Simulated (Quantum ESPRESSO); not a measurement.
Something may be wrong with this Quantum ESPRESSO 7.5 calculation of Ti.

The input pw.in:

```
&CONTROL
  calculation = 'scf'
  prefix = 'pwscf'
  outdir = './tmp'
  pseudo_dir = './pseudo'
  tprnfor = .true.
  tstress = .true.
  disk_io = 'nowf'
/
&SYSTEM
  ibrav = 0
  nat = 1
  ntyp = 1
  ecutwfc = 45
  ecutrho = 360
  nbnd = 12
  occupations = 'smearing'
  smearing = 'fd'
  degauss = 0.00367493
  encut = 500
/
&ELECTRONS
  conv_thr = 2d-10
  electron_maxstep = 60
  mixing_beta = 0.5
/
ATOMIC_SPECIES
Ti    47.8670 ti_pbesol_v1.4.uspp.F.UPF
CELL_PARAMETERS angstrom
   0.0000000000    2.0300000000    2.0300000000
   1.9488000000    0.0000000000    2.0300000000
   1.9488000000    2.0300000000    0.0000000000
ATOMIC_POSITIONS crystal
Ti     0.0000000000    0.0000000000    0.0000000000
K_POINTS automatic
11 11 11 0 0 0
```

Potentials or basis: GBRV 1.5 PBEsol.

Run with:

```bash
$ OMP_NUM_THREADS=1 mpirun -n 2 pw.x -nk 2 -in pw.in > pw.out
```

pw.out:

```text
This program is part of the open-source Quantum ESPRESSO suite
     for quantum simulation of materials; please cite
         "P. Giannozzi et al., J. Phys.:Condens. Matter 21 395502 (2009);
         "P. Giannozzi et al., J. Phys.:Condens. Matter 29 465901 (2017);
         "P. Giannozzi et al., J. Chem. Phys. 152 154105 (2020);
     in publications or presentations arising from this work. More details at

 %%%%%%%%%%%%%%%%%%%%%%%%%%%%%%%%%%%%%%%%%%%%%%%%%%%%%%%%%%%%%%%%%%%%%%%%%%%%%%
     Error in routine  read_namelists (1):
      bad line in namelist &system: "  encut = 500" (error could be in the previous line)
 %%%%%%%%%%%%%%%%%%%%%%%%%%%%%%%%%%%%%%%%%%%%%%%%%%%%%%%%%%%%%%%%%%%%%%%%%%%%%%

     stopping ...

"abort". This may have caused other processes in the application to be
```

Task: Diagnose the run.

Result: The input was rejected before any iteration. The input holds a flaw that was put in on purpose: misspelt key (encut = 500).
